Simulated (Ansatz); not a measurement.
Here is an Ansatz 0.2.0 calculation.

File input.yaml:

```yaml
crystal:
  lattice:
    - [1.5855, 0.9153888518, 6.1149966667]
    - [-1.5855, 0.9153888518, 6.1149966667]
    - [0.0, -1.8307777036, 6.1149966667]
  atoms:
    - { symbol: Mo, position: [0.0, 0.0, 0.0] }
    - { symbol: S, position: [0.25, 0.25, 0.25] }
    - { symbol: S, position: [0.75, 0.75, 0.75] }
kpoints:
  mp_grid: { grid: [10, 10, 10] }
scf:
  occupations: { method: fermi_dirac, width: 0.05 }
hamiltonian:
  xc: pbesol
  pseudopotentials: { kind: all_electron, lapw: { basis_error: 0.002 } }
output:
  forces: true
  stress: true
  eigenvalues: true
  dos: { projected: false, de: 0.2, e_range: [-14, 10] }
```

Potentials or basis: all-electron LAPW, scalar-relativistic.

Launch:

```console
$ ansatz run input.yaml --threads 2 --pin off --max-ram 8192MiB --backend cpu --events-out ev --progress --plain --runs-dir out
```

**Question.** Estimate the band gap on the k mesh.

**Answer.** None (metal or under the smearing width).

**Question.** What does it give for the largest force?

**Answer.** 0.758 eV/Å.

Stress tensor (GPa, compression positive):
```
1.16 0.00 0.00
0.00 1.16 0.00
0.00 0.00 6.32
```

Caveat: the cell's inner coordinates are idealised or old, which leaves forces on the atoms.
